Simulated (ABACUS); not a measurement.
# Ti: equation of state with PBE

Crystal: Ti.

```
Ti
1.0
     0.00000    2.03000    2.03000
     2.03000    0.00000    2.03000
     2.03000    2.03000    0.00000
Ti
1
Direct
  0.00000 0.00000 0.00000
```

This isn't the form of Ti at room conditions, which is hcp.

```yaml
Program: ABACUS 3.10.1
Task: equation of state
Functional: PBE
Potentials_or_basis: PseudoDojo NC SR 0.4.1 PBE standard
Cutoff: 1143 eV
Density_cutoff: 4572 eV
Basis: plane waves
k_mesh: 11 × 11 × 11
Occupations: fermi-dirac, width 0.05 eV
Spin: no spin polarisation
```

```yaml
Equilibrium_volume: 17.38 Å³/atom
Bulk_modulus: 106 GPa
Pressure_derivative_of_the_bulk_modulus: 3.5
```

Energy against volume, from the lowest point:
```csv
volume (Å³/atom),energy (meV/atom)
15.727,60.50
16.062,37.31
16.396,20.16
16.731,8.53
17.065,1.95
17.400,0.00
17.735,2.31
```

All runs of the series together: 14 s on 4 threads of AMD EPYC 9R45 96-Core Processor (Zen 5) (shared host).

PBE usually gives volumes a little too large and moduli too small. Zero-point motion and thermal expansion aren't in these numbers.
